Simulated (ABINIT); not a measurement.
A run of ABINIT 10.8.3 (patched build) is set up as follows.

Contents of run.abi:

```
pp_dirpath "./"
pseudos "Zr.upf, C.upf"

acell 3*1.0
rprim
     0.0000000000     4.4132907878     4.4132907878
     4.4132907878     0.0000000000     4.4132907878
     4.4132907878     4.4132907878     0.0000000000
ntypat 2
znucl 40 6
natom 2
typat 1 2
xcart
     2.3354129100     2.3354129100     2.3354129100
     0.0000000000     0.0000000000     0.0000000000 Angstrom
chkprim 0
chksymtnons 0
tolsym 1.0e-6

ecut 41.0

kptopt 1
ngkpt 8 8 8
nshiftk 1
shiftk 0.0 0.0 0.0

ixc -116133

nband 12
occopt 3
tsmear 0.05 eV

nstep 100
tolvrs 1.0e-10

iomode 3
prtwf 0
prtden 0
prteig 0
prtebands 0
enunit 2
```

Potentials or basis: PseudoDojo NC SR PBEsol v0.4 stringent.

Launch:

```sh
$ mpirun --bind-to none -np 4 abinit run.abi > log 2>&1
```

**Question.** Predict the pressure.

**Answer.** -0.1 GPa.

**Question.** Estimate the band gap on the k mesh.

**Answer.** None (metal or under the smearing width).
